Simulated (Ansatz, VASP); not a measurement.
**One calculation of P, two programs**

```
CELL_PARAMETERS angstrom
-1.65698 2.46382 1.82100
1.65698 -2.46382 1.82100
1.65698 2.46382 -1.82100
ATOMIC_POSITIONS crystal
P 0.69669 0.94669 0.75000
P 0.30331 0.05331 0.25000
```

Change from the starting cell: volume scaled by 0.94.

Alike in both runs: task single point; functional PBE; k mesh 11 × 11 × 11; occupations fermi-dirac, width 0.05 eV; no spin polarisation.

|  | VASP | Ansatz |
| --- | --- | --- |
| version | VASP 6.6.1 | Ansatz 0.2.0 |
| potentials or method | VASP PAW PBE potentials, release 64 (P) | Ansatz PAW |
| plane-wave cutoff (eV) | 520 | 420 |
| valence electrons in the cell | 10 | 10 |

|  | VASP | Ansatz | Ansatz less VASP |
| --- | --- | --- | --- |
| gap on the k mesh at the Fermi level (eV) | none | none | - |
| pressure (GPa) | 9.6 | 10.0 | +0.36 |
| largest component of the traceless stress (GPa) | 2.73 | 2.93 | +0.198 |
| rms of the force components (eV/Å) | 0.462 | 0.497 | +0.0350 |

Atom by atom the forces differ by 0.035 eV/Å (rms over components). A gap of «none» marks a metal or a gap that the smearing closes.
